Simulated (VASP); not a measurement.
Write the native input for VASP 6.6.1 that does the following.

- Task: single point
- Functional: PBE
- Potentials or basis: VASP PAW PBE potentials, release 64 (Tb)
- Cutoff: 520 eV
- k mesh: 6 × 6 × 4
- Occupations: gaussian, width 0.05 eV
- Spin: collinear spin, typed start
- Starting moments: [6.0, 6.0] μB
- Dipole correction: no
- Further INCAR settings: ALGO = Normal; EDIFF = 1e-07; NBANDS = 30

The structure of Tb lies in POSCAR:

```
Tb
1.0
    3.6004922999      0.0000000000      0.0000000000
   -1.8002461500      3.1181177979      0.0000000000
    0.0000000000      0.0000000000      5.7320883503
Tb
2
Direct
    0.3333333333      0.6666666667      0.7500000000
    0.6666666667      0.3333333333      0.2500000000
```

One way to write it, as run:

INCAR

```
SYSTEM = Tb
ALGO = Normal ; EDIFF = 1E-7
ENCUT = 520 ; GGA = PE
ISIF = 2 ; ISMEAR = 0
ISPIN = 2 ; LASPH = .TRUE.
LCHARG = .FALSE. ; LMAXMIX = 6
LORBIT = 11 ; LREAL = .FALSE.
LWAVE = .FALSE. ; MAGMOM = 6 6
NBANDS = 30 ; NELM = 150
PREC = Accurate ; SIGMA = 0.05
```

KPOINTS

```
k-points
0
G
  6 6 4
  0 0 0
```

Potentials or basis: VASP PAW PBE potentials, release 64 (Tb).

Command:

```sh
$ cat potpaw_PBE.64/Tb/POTCAR > POTCAR
$ mpirun -np 1 vasp_std > vasp.out
```

Results of the run:

```
Pressure                                              : 0.3 GPa
Band gap on the k mesh                                : none (metal or under the smearing width)
Net moment                                            : 11.62 μB per cell
Site moments                                          : Tb +5.66 μB
Valence electrons inside the program's atomic spheres : Tb 16.31
```

Caveat: the magnetic or orbital state may not be the lowest; spin-orbit coupling is left out, which moves the levels of the heavy elements.

Run time: 6.2 min on 1 thread of Intel(R) Xeon(R) 6975P-C (Granite Rapids), on a shared host, peak memory 0.26 GiB.
